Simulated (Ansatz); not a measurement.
**Sb (diamond type): how the settings move a single-point run**

Aim: see which settings change the result for Sb (diamond type), by how much, and at what cost.

Computed with Ansatz 0.2.0 (reference: DFT, PBE, PAW with Ansatz's default frozen-core files, scalar-relativistic, unless a step's input says otherwise).

### Step 1. The starting structure

Symmetry: Fd-3m, No. 227, cubic system. The conventional cell has a = 6.542 Å, b = 6.542 Å, c = 6.542 Å, α = 90.00°, β = 90.00°, γ = 90.00°. Sb (site symmetry -43m) is surrounded by 4 Sb at 2.83 Å.

Structure file:

```
CELL_PARAMETERS angstrom
0.00000 3.27107 3.27107
3.27107 0.00000 3.27107
3.27107 3.27107 0.00000
ATOMIC_POSITIONS crystal
Sb 0.87500 0.87500 0.87500
Sb 0.12500 0.12500 0.12500
```

### Step 2. The reference run

Input file input.yaml:

```yaml
crystal:
  lattice:
    - [0.0, 3.2710663102, 3.2710663102]
    - [3.2710663102, 0.0, 3.2710663102]
    - [3.2710663102, 3.2710663102, 0.0]
  atoms:
    - { symbol: Sb, position: [-0.125, -0.125, -0.125] }
    - { symbol: Sb, position: [0.125, 0.125, 0.125] }
kpoints:
  mp_grid: { grid: [8, 8, 8] }
scf:
  occupations: { method: fermi_dirac, width: 0.05 }
hamiltonian:
  xc: pbe
  pseudopotentials: { kind: paw }
output:
  forces: true
  stress: true
  eigenvalues: true
  populations: true
```

On the command line:

```bash
$ ansatz run input.yaml --threads 1 --pin off --max-ram 2048MiB --backend cpu --events-out ev --progress --plain --runs-dir out
```

### Step 3. Variant: scf.algorithm density_mixing

Changes to input.yaml since step 2:

```diff
@@ -12,2 +12,3 @@
   occupations: { method: fermi_dirac, width: 0.05 }
+  algorithm: density_mixing
 hamiltonian:
```

**Question.** What will these runs give? Wanted: for each run, ending; energy change; pressure; gap; force.

As calculated:

```tsv
run	ending	energy change	pressure (GPa)	gap (eV)	force (eV/Å)	cycles	time
reference	converged	0	9.3	0.00	0.00	6	3.3 s
1: scf.algorithm density_mixing	converged	0.0 meV/atom	9.3	0.00	0.00	6	3.2 s
```

Residual by cycle in the longest SCF loop of each run; runs are numbered as in the table. The quantity is the density residual dr2, in eV.

```tsv
cycle	reference	run 1
1	2.5e-4	2.5e-4
2	1.3e-4	1.3e-4
3	1.1e-5	1.1e-5
4	3.2e-6	3.2e-6
5	3.1e-7	3.1e-7
6	2.3e-9	2.3e-9
```

Energy and cycle count are those of the reference, so the change (solver) left the result and the number of cycles as they were. Semilocal functionals close small gaps, and spin-orbit coupling, left out here, moves these band edges, so the missing gap need not be the real solid's.
